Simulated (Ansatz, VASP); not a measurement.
## GaSb: VASP beside Ansatz

```
Ga Sb
1.0
     0.00000    3.18136    3.05900
     3.05900    0.00000    3.05900
     3.05900    3.18136    0.00000
Ga Sb
1 1
Direct
  0.00000 0.00000 0.00000
  0.75000 0.75000 0.75000
```

Change from the starting cell: strain +0.0400 x Voigt [0, 1, 0, 0, 0, 0], atoms carried along.

Alike in both runs: task single point; functional PBE; k mesh 14 × 14 × 14; occupations gaussian, width 0.15 eV; no spin polarisation.

|  | VASP | Ansatz |
| --- | --- | --- |
| version | VASP 6.6.1 | Ansatz 0.2.0 |
| potentials or method | VASP PAW PBE potentials, release 64 (Ga_d, Sb) | scalar-relativistic, plane waves, PAW |
| plane-wave cutoff (eV) | 520 | 420 |
| valence electrons in the cell | 18 | 28 |

Ansatz gave:

- gap on the k mesh at the Fermi level (eV): none
- pressure (GPa): 0.3
- largest component of the traceless stress (GPa): 1.17

Question: Estimate VASP's values.

Answer: gap on the k mesh at the Fermi level (eV): none; pressure (GPa): 0.4; largest component of the traceless stress (GPa): 1.17.

A gap of «none» marks a metal or a gap that the smearing closes. The two sets of potentials don't hold the same shells in valence.

The runs have no spin-orbit coupling, so splittings on Sb are missing.
